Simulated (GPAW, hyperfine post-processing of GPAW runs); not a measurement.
# From spin density to shift: 25Mg in MgFe2O3

A spin-polarised calculation (DFT, revPBE+U, plane-wave PAW, GPAW setups, collinear spin, scalar-relativistic; GPAW) with all Fe moments parallel (S = 2 each) puts a spin density ρ↑ − ρ↓ of 0.05356 e/Å³, counted along the moments, at one Mg nucleus (10 Fe through links of 90° (16) and 180° (2)). Take g = 2, spin-only moments and Θ = 0 K (a pure Curie law); γ/2π of 25Mg is -2.6083 MHz/T.

**Task.** Find the contact field, the hyperfine constant and the contact shift at 320 K and 380 K, supposing that the crystal is a paramagnet with these local moments at both.

1. A spin density ρ_s carries a moment density μB ρ_s, and the contact field is B_c = (2μ₀/3) μB ρ_s. For 1 e/Å³ that is 7.769 T, so B_c = 0.4161 T.

2. With H = A S·I summed over the ions, A = γB_c/(2πS) = -2.6083 × 0.4161 / 2 = -0.543 MHz.

3. In a field B0 the paramagnet reaches only a fraction of saturation, M/M_sat = g μB (S + 1) B0 / [3 k_B (T − Θ)]. At 320 K this is 4.1982e-03 per tesla, or 1.97 % at 4.7 T.

4. The shift is that fraction of B_c over B0, so B0 drops out: δ = 0.4161 × 4.1982e-03 × 10⁶ = 1750 ppm at 320 K.

5. At 380 K it scales by (320 − Θ)/(380 − Θ) = 0.842, to 1470 ppm.

6. The sign says that the spin at the nucleus is parallel to the Fe moments, as where half-filled orbitals delocalise onto the site. Over this level and the 1 other of the session's ladder with the same moment and an open gap (any hybrids aside), the field runs from 0.378 to 0.416 T. Spin flips in this cell gave a rough Θ of -692 K, not relied on, which would scale the first shift by 0.32. The flip reverses only 4 of the 8 nearest couplings; if all are alike and farther ones are small, Θ would be near -1384 K, and at 320 K every shift would be 0.19 times the value at Θ = 0. Orbital and pseudocontact parts are not included.

[Hosts, paths, dates, database ids (printed as entryN), source tags and the programs' standing remarks are cut or masked in the printed files.]
